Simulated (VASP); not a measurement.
Ti:

```
Ti
1.0
     2.95000    0.00000    0.00000
    -1.47500    2.55477    0.00000
     0.00000    0.00000    4.68000
Ti
2
Cartesian
  1.4750 0.8516 3.5100
  0.0000 1.7032 1.1700
```

Base run:

| Item | Value |
| --- | --- |
| Program | VASP 6.6.1 |
| Functional | PBE |
| Potentials or basis | VASP PAW PBE potentials, release 64 (Ti_sv) |
| Cutoff | 520 eV |
| k mesh | 10 × 10 × 6 |
| Occupations | fermi-dirac, width 0.05 eV |
| Spin | no spin polarisation |

Its results: band gap on the k mesh none (metal or under the smearing width); pressure -1.7 GPa.

Task: The run is repeated on the same cell with these changes: functional from PBE to PBEsol. What comes out?

Result: Band gap on the k mesh none (metal or under the smearing width); pressure -5.9 GPa.

PBEsol binds more tightly than PBE, so the same cell stands under less pressure.

Caveats: the PAW data sets were made with another functional, which shifts forces and pressure a little (some runs).

Not every run made on this cell is shown here.
